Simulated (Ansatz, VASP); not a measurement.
ZrB2: VASP beside Ansatz

File INCAR:

```
ALGO = Normal
EDIFF = 1E-8
ENCUT = 520
GGA = CA
ISIF = 2
ISMEAR = -1
LASPH = T
LCHARG = F
LEFG = T
LREAL = F
LWAVE = F
NBANDS = 16
NELM = 60
PREC = Accurate
SIGMA = 0.05
```

KPOINTS

```
k-points
0
Gamma
  13 13 10
```

POSCAR

```
ZrB2
1.0
    2.9404694199      0.0000000000      0.0000000000
   -1.4702347099      2.5465212167      0.0000000000
    0.0000000000      0.0000000000      3.2977449504
Zr B
1 2
Direct
    0.0000000000      0.0000000000      0.0000000000
    0.3333333333      0.6666666667      0.5000000000
    0.6666666667      0.3333333333      0.5000000000
```

Input for Ansatz:

```yaml
crystal:
  lattice:
    - [2.9404694199, 0.0, 0.0]
    - [-1.4702347099, 2.5465212167, 0.0]
    - [0.0, 0.0, 3.2977449504]
  atoms:
    - { symbol: Zr, position: [0.0, 0.0, 0.0] }
    - { symbol: B, position: [0.3333333333, 0.6666666667, 0.5] }
    - { symbol: B, position: [0.6666666667, 0.3333333333, 0.5] }
kpoints:
  mp_grid: { grid: [13, 13, 10] }
  band_path:
    path:
      - [0.0, 0.0, 0.0]
      - [0.5, 0.0, 0.0]
      - [0.3333333333, 0.3333333333, 0.0]
      - [0.0, 0.0, 0.0]
      - [0.0, 0.0, 0.5]
      - [0.5, 0.0, 0.5]
      - [0.3333333333, 0.3333333333, 0.5]
      - [0.0, 0.0, 0.5]
      - [0.5, 0.0, 0.5]
    npoints: 6
scf:
  occupations: { method: fermi_dirac, width: 0.05 }
hamiltonian:
  xc: lda
  pseudopotentials: { kind: paw }
output:
  forces: true
  stress: true
  eigenvalues: true
  efg: { contact_densities: true }
  populations: true
```

Change from the starting cell: volume scaled by 0.8, PAW files.

Alike in both runs: task electric field gradients; functional LDA; k mesh 13 × 13 × 10; occupations fermi-dirac, width 0.05 eV; no spin polarisation.

|  | VASP | Ansatz |
| --- | --- | --- |
| version | VASP 6.6.1 | Ansatz 0.2.0 |
| potentials or method | VASP PAW LDA potentials, release 64 (Zr_sv, B) | PAW with Ansatz's default frozen-core files, scalar-relativistic |
| plane-wave cutoff (eV) | 520 | 420 |
| valence electrons in the cell | 18 | 18 |

Ansatz gave:

```
pressure (GPa)                                                 : 68.1
largest component of the traceless stress (GPa)                : 3.54
Vzz of the field gradient on the site that differs most (V/Å²) : 48.4
```

Question: Which values does VASP return?

Answer: Pressure (GPa): 69.0; largest component of the traceless stress (GPa): 3.43; Vzz of the field gradient on the site that differs most (V/Å²): 45.7.

Ansatz warned: «gradients_without_spin_orbit».

Caveats: the cell as given lies far from equilibrium; so large a pressure means that the cell lies far from this level's equilibrium, or that cutoff or potentials fall short (VASP).
